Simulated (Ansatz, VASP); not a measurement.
**One calculation of Al, two programs**

```
Al
1.0
     0.00000    2.05434    1.96326
     2.05434    0.00000    1.96326
     2.05434    2.05434    0.00000
Al
1
Cartesian
  0.0000 0.0000 0.0000
```

Change from the starting cell: strain +0.015 along x and y, -0.030 along z, atoms carried along.

Alike in both runs: task single point; functional PBEsol; k mesh 20 × 20 × 20; occupations gaussian, width 0.15 eV; no spin polarisation.

|  | VASP | Ansatz |
| --- | --- | --- |
| version | VASP 6.6.1 | Ansatz 0.2.0 |
| potentials or method | VASP PAW PBE potentials, release 64 (Al) | scalar-relativistic, plane waves, PAW |
| plane-wave cutoff (eV) | 520 | 420 |
| valence electrons in the cell | 3 | 3 |

```csv
,VASP,Ansatz,Ansatz less VASP
gap on the k mesh at the Fermi level (eV),none,none,-
pressure (GPa),-1.7,-1.7,-0.05
largest component of the traceless stress (GPa),1.43,1.42,-0.008
```

A gap of «none» marks a metal or a gap that the smearing closes. The functional is the same, so the differences come from potentials, cutoffs and numerics.

Caveats: the PAW data sets were made with another functional, which shifts forces and pressure a little (VASP).
